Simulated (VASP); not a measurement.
# Os (P6_3/mmc) in VASP: elastic constants with LDA

Aim: the elastic constants of Os with LDA.

All numbers are computed with VASP 6.6.1; they aren't measurements. Logs are shortened: lines on timing, memory, paths and dates and some standing lists are left out, and cuts for length are marked.

## Step 1: The crystal as given

Symmetry: P6_3/mmc, No. 194, hexagonal system. Conventional cell: a = 2.746 Å, b = 2.746 Å, c = 4.326 Å, α = 90.00°, β = 90.00°, γ = 120.00°. Os (site symmetry -6m2) has 12 Os at 2.68 to 2.75 Å as nearest neighbours.

## Step 2: Elastic constants, LDA

File POSCAR:

```
Os
1.0
    2.7461342300      0.0000000000      0.0000000000
   -1.3730671200      2.3782220100      0.0000000000
    0.0000000000      0.0000000000      4.3263142200
Os
2
Direct
    0.3333333300      0.6666666700      0.2500000000
    0.6666666700      0.3333333300      0.7500000000
```

File INCAR.step1:

```
SYSTEM = Os
ALGO     = Normal         ! electronic algorithm
EDIFF    = 1E-8           ! SCF threshold, eV
EDIFFG   = -0.002         ! ionic threshold
ENCUT    = 600            ! plane-wave cutoff, eV
IBRION   = 2              ! ionic algorithm
ISIF     = 3              ! what is computed and relaxed
ISMEAR   = 0              ! smearing method
LASPH    = .TRUE.         ! aspherical terms in the spheres
LCHARG   = .FALSE.        ! write CHGCAR
LREAL    = .FALSE.        ! projectors in reciprocal space
LWAVE    = .FALSE.        ! write WAVECAR
NELM     = 100            ! most SCF steps
NSW      = 40             ! ionic steps
PREC     = Accurate       ! precision mode
SIGMA    = 0.1            ! smearing width, eV
```

File INCAR.step2:

```
SYSTEM = Os
ALGO     = Normal         ! electronic algorithm
EDIFF    = 1E-8           ! SCF threshold, eV
ENCUT    = 600            ! plane-wave cutoff, eV
IBRION   = 6              ! ionic algorithm
ISIF     = 3              ! what is computed and relaxed
ISMEAR   = 0              ! smearing method
LASPH    = .TRUE.         ! aspherical terms in the spheres
LCHARG   = .FALSE.        ! write CHGCAR
LREAL    = .FALSE.        ! projectors in reciprocal space
LWAVE    = .FALSE.        ! write WAVECAR
NELM     = 100            ! most SCF steps
NFREE    = 2            
NSW      = 1              ! ionic steps
POTIM    = 0.015          ! step
PREC     = Accurate       ! precision mode
SIGMA    = 0.1            ! smearing width, eV
```

File KPOINTS:

```
k-points
0
G
  9 9 4
  0 0 0
```

Potentials or basis: VASP PAW LDA potentials, release 64 (Os).

The run is started by

```bash
> cat potpaw_LDA.64/Os/POTCAR > POTCAR
> cp INCAR.step1 INCAR
> mpirun -np 1 vasp_std > vasp.out
> cp CONTCAR POSCAR
> cp INCAR.step2 INCAR
> mpirun -np 1 vasp_std > vasp.out
```

OUTCAR:

```text
SYSTEM = Os
   EDIFF = 1E-8
   ENCUT = 600
   IBRION = 6
   ISIF = 3
   ISMEAR = 0
   LASPH = .TRUE.
   LREAL = .FALSE.
   NELM = 100
   NFREE = 2
   NSW = 1
   POTIM = 0.015
   PREC = Accurate

 ion  position               nearest neighbor table
   1  0.333  0.667  0.250-   2 2.66   2 2.66   2 2.66   2 2.66   2 2.66   2 2.66
   2  0.667  0.333  0.750-   1 2.66   1 2.66   1 2.66   1 2.66   1 2.66   1 2.66

  LATTYP: Found a hexagonal cell.
 ALAT       =     2.7196115348
 C/A-ratio  =     1.5770741781

  Lattice vectors:

 A1 = (   2.7196115348,   0.0000000001,   0.0000000000)
 A2 = (  -1.3598057723,   2.3552526820,   0.0000000000)
 A3 = (   0.0000000000,   0.0000000000,   4.2890291261)

Analysis of symmetry for initial positions (statically):
=====================================================================
 Subroutine PRICEL returns:
 Original cell was already a primitive cell.

 Routine SETGRP: Setting up the symmetry group for a
 hexagonal supercell.

 Subroutine GETGRP returns: Found 24 space group operations
 (whereof 12 operations were pure point group operations)
 out of a pool of 24 trial point group operations.

The static configuration has the point symmetry D_3d.
 The point group associated with its full space group is D_6h.

Analysis of symmetry for dynamics (positions and initial velocities):
=====================================================================
 Subroutine PRICEL returns:
 Original cell was already a primitive cell.

 Routine SETGRP: Setting up the symmetry group for a
 hexagonal supercell.

 Subroutine GETGRP returns: Found 24 space group operations
 (whereof 12 operations were pure point group operations)
 out of a pool of 24 trial point group operations.

The dynamic configuration has the point symmetry D_3d.
 The point group associated with its full space group is D_6h.

 Subroutine INISYM returns: Found 24 space group operations
 (whereof 12 operations are pure point group operations),
 and found     1 'primitive' translations

----------------------------------------------------------------------------------------

                                     Primitive cell

  volume of cell :      27.4728

  direct lattice vectors                    reciprocal lattice vectors
     2.719611535  0.000000000  0.000000000     0.367699573  0.212291448  0.000000000
    -1.359805772  2.355252682  0.000000000    -0.000000000  0.424582894  0.000000000
     0.000000000  0.000000000  4.289029126     0.000000000  0.000000000  0.233152998

  length of vectors
     2.719611535  2.719611541  4.289029126     0.424582895  0.424582894  0.233152998

  position of ions in fractional coordinates (direct lattice)
     0.333333330  0.666666670  0.250000000
     0.666666670  0.333333330  0.750000000

  ion indices of the primitive-cell ions
   primitive index   ion index
                 1           1
                 2           2

----------------------------------------------------------------------------------------

 KPOINTS: k-points

Automatic generation of k-mesh.
 Grid dimensions read from file:
 generate k-points for:    9    9    4

 Generating k-lattice:

  Cartesian coordinates                     Fractional coordinates (reciprocal lattice)
     0.040855508  0.023587939  0.000000000     0.111111111  0.000000000  0.000000000
    -0.000000000  0.047175877  0.000000000     0.000000000  0.111111111  0.000000000
     0.000000000  0.000000000  0.058288250     0.000000000  0.000000000  0.250000000

  Length of vectors
     0.047175877  0.047175877  0.058288250

[... 109 lines left out ...]
  Direction    XX          YY          ZZ          XY          YZ          ZX
  --------------------------------------------------------------------------------------
  -------------------------------------------------------------------------------------
  Total       -0.0050400     -0.0050400     -0.0051890      0.0000000      0.0000000      0.0000000
  in kB       -0.2939276     -0.2939276     -0.3026175      0.0000000      0.0000000      0.0000000
  external PRESSURE =      -0.2968243 kB  Pullay stress =       0.0000000 kB
[... 89 lines left out ...]
  FREE ENERGIE OF THE ION-ELECTRON SYSTEM (eV)
  ---------------------------------------------------
  free  energy   TOTEN  =       -25.3114854106 eV

  energy  without entropy=      -25.3093736642  energy(sigma->0) =      -25.31042954

 E-fermi :  10.0831     XC(G=0): -14.3712

 val. band max:       10.0141398699   @ k =   0.0000   0.3333   0.2500
 cond. band min:      10.1154493285   @ k =   0.3333  -0.0000   0.2500
 fundamental gap:      0.1013094586
 Fermi energy:        10.0830867560

 k-point     1 :       0.0000    0.0000    0.0000
  band No.  band energies     occupation
      1      -1.2533      2.00000
      2       1.8196      2.00000
      3       6.5133      2.00000
      4       6.8617      2.00000
      5       6.8763      2.00000
      6       7.3972      2.00000
      7       7.7149      2.00000
      8       8.2612      2.00000
      9       8.3503      2.00000
     10      10.0007      1.75586
     11      11.6130      0.00000
     12      11.7139      0.00000
[... 333 lines left out ...]
      1       3.6245      2.00000
      2       4.0787      2.00000
      3       4.0873      2.00000
      4       5.1677      2.00000
      5       6.3089      2.00000
      6       6.3491      2.00000
      7       8.3073      2.00000
      8      10.2405      0.02599
      9      11.5784      0.00000
     10      11.6066      0.00000
     11      16.3728      0.00000
     12      16.5920      0.00000

 [... further k-points ...]

[... ionic steps 4 to 14 ...]

--------------------------------------- Ionic step       15  -------------------------------------------

 number of electron      16.0000001 magnetization

------------------------ aborting loop because EDIFF is reached ----------------------------------------
[... 67 lines left out ...]
--------------------------------------- Ionic step       17  -------------------------------------------

 number of electron      16.0000001 magnetization

 Free energy of the ion-electron system (eV)
  ---------------------------------------------------
  ext. energy  EPLUGINS =         0.00000000
  ---------------------------------------------------
  free energy    TOTEN  =       -25.32678728 eV

  energy without entropy =      -25.32447813  energy(sigma->0) =      -25.32563271

 E-fermi :   9.8136     XC(G=0): -14.2849

 val. band max:        9.7926453819   @ k =   0.0000   0.3333   0.2500
 cond. band min:       9.8151240004   @ k =   0.3333  -0.0000   0.2500
 fundamental gap:      0.0224786185
 Fermi energy:         9.8136068073

 k-point     1 :       0.0000    0.0000    0.0000
  band No.  band energies     occupation
      1      -1.3552      2.00000
      2       1.7366      2.00000
      3       6.5078      2.00000
      4       6.5078      2.00000
      5       6.7950      2.00000
      6       7.3727      2.00000
      7       7.3727      2.00000
      8       8.0339      2.00000
      9       8.0339      2.00000
     10       9.8457      0.65022
     11      11.3826      0.00000
     12      11.3826      0.00000
[... 374 lines left out ...]
  FREE ENERGIE OF THE ION-ELECTRON SYSTEM (eV)
  ---------------------------------------------------
  free  energy   TOTEN  =       -25.3267872782 eV

  energy  without entropy=      -25.3244781321  energy(sigma->0) =      -25.32563271

 INTERNAL STRAIN TENSORS FROM STRAINED CELLS
 ============================================

 INTERNAL STRAIN TENSOR FOR ION    1 for displacements in x,y,z  (eV/Angst):
          X           Y           Z          XY          YZ          ZX
  --------------------------------------------------------------------------------
  x     0.00000    -0.00000    -0.00000    -1.73812    -0.00000     0.00000
  y    -1.74833     1.79152    -0.00000     0.00008     0.00005    -0.00002
  z     0.00000    -0.00000     0.00000     0.00000     0.00206     0.00000

 INTERNAL STRAIN TENSORS FROM DISPLACED ATOMS
 ============================================

 INTERNAL STRAIN TENSOR FOR ION    1 for displacements in x,y,z  (eV/Angst):
          X           Y           Z          XY          YZ          ZX
  --------------------------------------------------------------------------------
  x     0.00000    -0.00000    -0.00000    -1.73340     0.00000     0.00000
  y    -1.73340     1.73340     0.00000    -0.00000     0.00000     0.00000
  z    -0.00000     0.00000    -0.00000     0.00000    -0.00000    -0.00000

 INTERNAL STRAIN TENSOR FOR ION    2 for displacements in x,y,z  (eV/Angst):
          X           Y           Z          XY          YZ          ZX
  --------------------------------------------------------------------------------
  x    -0.00000     0.00000     0.00000     1.73340     0.00000     0.00000
  y     1.73340    -1.73340    -0.00000     0.00000     0.00000     0.00000
  z     0.00000    -0.00000     0.00000     0.00000     0.00000     0.00000

 Eigenvectors and eigenvalues of the dynamical matrix
 ----------------------------------------------------

   1 f  =    6.599384 THz    41.465155 2PiTHz  220.131770 cm-1    27.292849 meV
             X         Y         Z           dx          dy          dz
     -0.000000  1.570168  1.072257     0.000000   -0.000000    0.707107
      1.359806  0.785084  3.216772     0.000000   -0.000000   -0.707107
[... 21 lines left out ...]
   6 f/i=    0.000000 THz     0.000001 2PiTHz    0.000005 cm-1     0.000001 meV
             X         Y         Z           dx          dy          dz
     -0.000000  1.570168  1.072257     0.045425    0.448741    0.544581
      1.359806  0.785084  3.216772     0.045425    0.448741    0.544581

--------------------------------------------------------------------------------------------------------

 ELASTIC MODULI CONTR FROM IONIC RELAXATION (kBar)
 Direction    XX          YY          ZZ          XY          YZ          ZX
 --------------------------------------------------------------------------------
 XX         -14.5453     14.5453      0.0000      0.0000     -0.0000     -0.0000
 YY          14.5453    -14.5453     -0.0000      0.0000      0.0000      0.0000
 ZZ           0.0000     -0.0000     -0.0000     -0.0000     -0.0000     -0.0000
 XY           0.0000      0.0000     -0.0000    -14.5453      0.0000      0.0000
 YZ          -0.0000      0.0000     -0.0000      0.0000     -0.0000     -0.0000
 ZX          -0.0000      0.0000     -0.0000      0.0000     -0.0000     -0.0000
 --------------------------------------------------------------------------------

 TOTAL ELASTIC MODULI (kBar)
 Direction    XX          YY          ZZ          XY          YZ          ZX
 --------------------------------------------------------------------------------
 XX        8583.7307   2485.1495   2370.0717     -0.0000      0.0000     -0.0000
 YY        2485.1495   8583.7307   2370.0717     -0.0000     -0.0000     -0.0000
 ZZ        2370.0717   2370.0717   9646.3557     -0.0000     -0.0000     -0.0000
 XY          -0.0000     -0.0000     -0.0000   3049.2906     -0.0000     -0.0000
 YZ           0.0000     -0.0000     -0.0000      0.0000   3087.9266     -0.0000
 ZX          -0.0000     -0.0000     -0.0000     -0.0000     -0.0000   3087.9266
 --------------------------------------------------------------------------------
```

It took 2.2 min on 1 thread of Intel Xeon 6975P-C (Granite Rapids), shared host; peak memory 0.23 GiB.

Results:

* Relaxed volume: 13.74 Å³/atom
* Relaxed cell: a = 2.720 Å, b = 2.720 Å, c = 4.289 Å, α = 90.00°, β = 90.00°, γ = 120.00°
* Space group after relaxing (to 0.05 Å): P6_3/mmc (No. 194)
* Voigt bulk modulus: 458 GPa
* Highest phonon frequency at Γ: 220 cm⁻¹

Step by step:
```tsv
step	energy change (eV)	largest force (eV/Å)	pressure (GPa)	volume (Å³)
1	0.0000	0.0000	-11.98	28.25
2	0.7069	0.0000	80.41	24.15
3	-0.0299	0.0000	-0.79	27.52
4	-0.0300	0.0000	-0.14	27.48
5	-0.0300	0.0000	0.11	27.47
6	-0.0299	0.0000	0.13	27.46
7	-0.0300	0.0000	0.12	27.47
8	-0.0300	0.0000	-0.37	27.50
9	-0.0300	0.0000	0.00	27.47
```

Final structure:
```cif
data_structure
_symmetry_space_group_name_H-M 'P 1'
_symmetry_Int_Tables_number 1
_cell_length_a 2.7196
_cell_length_b 2.7196
_cell_length_c 4.2890
_cell_angle_alpha 90.000
_cell_angle_beta 90.000
_cell_angle_gamma 120.000
_cell_volume 27.47
loop_
_atom_site_label
_atom_site_type_symbol
_atom_site_fract_x
_atom_site_fract_y
_atom_site_fract_z
_atom_site_occupancy
Os1 Os 0.33333 0.66667 0.25000 1
Os2 Os 0.66667 0.33333 0.75000 1
```

Phonon frequencies in cm⁻¹ (negative: imaginary):
| q point | frequencies |
| --- | --- |
| (0.000, 0.000, 0.000) | 0 0 0 186 186 220 |

Elastic tensor in Voigt notation (GPa, in the Cartesian axes of the cell as first typed):
```
858 249 237   0   0   0
249 858 237   0   0   0
237 237 965   0   0   0
  0   0   0 309   0   0
  0   0   0   0 309   0
  0   0   0   0   0 305
```

Clamped-ion elastic tensor (GPa):
```
860 247 237   0   0   0
247 860 237   0   0   0
237 237 965   0   0   0
  0   0   0 309   0   0
  0   0   0   0 309   0
  0   0   0   0   0 306
```

Caveat: the k mesh is coarse (spacing up to 0.36 Å⁻¹), so the values aren't converged. Spin-orbit coupling is left out, which matters for the levels of Os.
